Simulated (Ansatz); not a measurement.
# Ge: rattling a relaxed structure

The cell was found from a structure generator's guess, not taken from experiment.

All numbers below come from Ansatz 0.2.0, DFT PBE, scalar-relativistic, plane waves, PAW. Cutoff 420 eV; k points 10×10×12 on the computed 4-atom cell (Γ-centred); Gaussian smearing, width 0.10 eV; no spin polarisation.

The cell below (4 atoms, space group Cmcm (No. 63)) is relaxed within its symmetry.

```
CELL_PARAMETERS angstrom
3.46154 -3.57150 0.00000
3.46154 3.57150 0.00000
0.00000 0.00000 3.73843
ATOMIC_POSITIONS crystal
Ge 0.45904 0.17604 0.25000
Ge 0.54096 0.82396 0.75000
Ge 0.82396 0.54096 0.25000
Ge 0.17604 0.45904 0.75000
```

For the test a repeat of it with 8 atoms (edges 3.74, 4.97, 9.95 Å) was strained at random (σ = 1.5 % a component), the atoms were moved at random (σ = 0.05 Å), and all was relaxed again on a coarse 6×4×2 mesh (in the run’s order of axes) with 0.20 eV smearing, with no symmetry imposed.

Q: Is the structure stable against such a distortion?

A: It returns, within 1 meV/atom of the unmoved cell on that mesh and with the same symmetry when read at 0.1 Å. No instability shows in this cell; modes of other wave vectors, which need another repeat, aren't tested. Another cell of Ge relaxed alike, in P6/mmm, lies 39 meV/atom lower, so this cell isn't the stable form at this level.
